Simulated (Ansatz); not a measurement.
Base system: MgS in the rock salt structure (space group Fm-3m, No. 225; a = 5.182 Å).

Perturbation: Ba takes the place of Mg on all its sites, then cell and atoms are relaxed.

Levels (all Ansatz, a first-principles code, PAW, earlier PAW set): PBEsol (420 eV, no SOC); r2SCAN (500 eV, no spin-orbit coupling); HSE06 (420 eV, scalar-relativistic without spin-orbit coupling); PBEsol+SOC (420 eV, with spin-orbit coupling); HSE06+SOC (420 eV, with spin-orbit coupling).

At the geometry relaxed with PBEsol, these levels gave the following band gaps, in shuffled order: (a) 1.99 eV, (b) 3.07 eV, (c) 3.02 eV, (d) 2.51 eV, (e) 2.04 eV.

**Question.** Match each gap to its level.

**Answer.** (a) PBEsol+SOC; (b) HSE06; (c) HSE06+SOC; (d) r2SCAN; (e) PBEsol.

Single points use the geometry relaxed with PBEsol. The hybrid gap comes from the SCF mesh plus the semilocal run's edge points and a few special points and is an upper bound. The spin-orbit shifts are approximate. Stability against distortions was not tested.
